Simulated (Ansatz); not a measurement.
# TiSi2: enthalpy against pressure

TiSi2, Fddd, a = 4.808 Å, b = 8.270 Å, c = 8.559 Å. Ansatz: PBE, PAW, 420 eV, Γ-centred 10×10×10 mesh on 6 atoms, Gaussian smearing 0.10 eV; no spin polarisation. Cell and atoms are relaxed at each pressure, and no other structure is tried, so the rows at high pressure may lie past a change of phase. y is the enthalpy over the state at zero pressure; there V0 = 14.180 Å³/atom. The pressures are the targets, met within 0.03 GPa.

| P (GPa) | y (eV/atom) |
| --- | --- |
| -3.0 | -0.2685 |
| 0.0 | 0.0000 |
| 3.0 | 0.2628 |
| 8.0 | 0.6896 |
| 15.0 | ? |
| 30.0 | 2.4415 |
| 60.0 | 4.6043 |

Fit y = c1 P + c2 P² + c3 P³ to the other rows, say what c1 and c2 mean, and predict the missing value.

Least squares on the rows shown. y = 0.088377 P − 0.00027247 P² + 1.3083×10⁻⁶ P³. Since dH/dP = V, c1 is V0: 0.088377 eV/GPa × 160.2 = 14.158 Å³ against 14.180; c2 = −V0/(2B0) gives B0 = 162 GPa, where a Birch–Murnaghan fit to the volumes of the same runs (not shown) gives 140 GPa: a cubic over this range folds the higher terms into c2. At P = 15.0 the fit asked for gives 1.2688 eV/atom. The run gave 1.2670 eV/atom, so the fit is 0.0018 eV/atom too high, 0.037 % of the span of the series, against an rms of 0.0005 eV/atom on the fitted rows. With a term in P⁴ added, a fit to the same known rows predicts 1.2667 eV/atom, so most of the miss is curvature that the known rows already hold.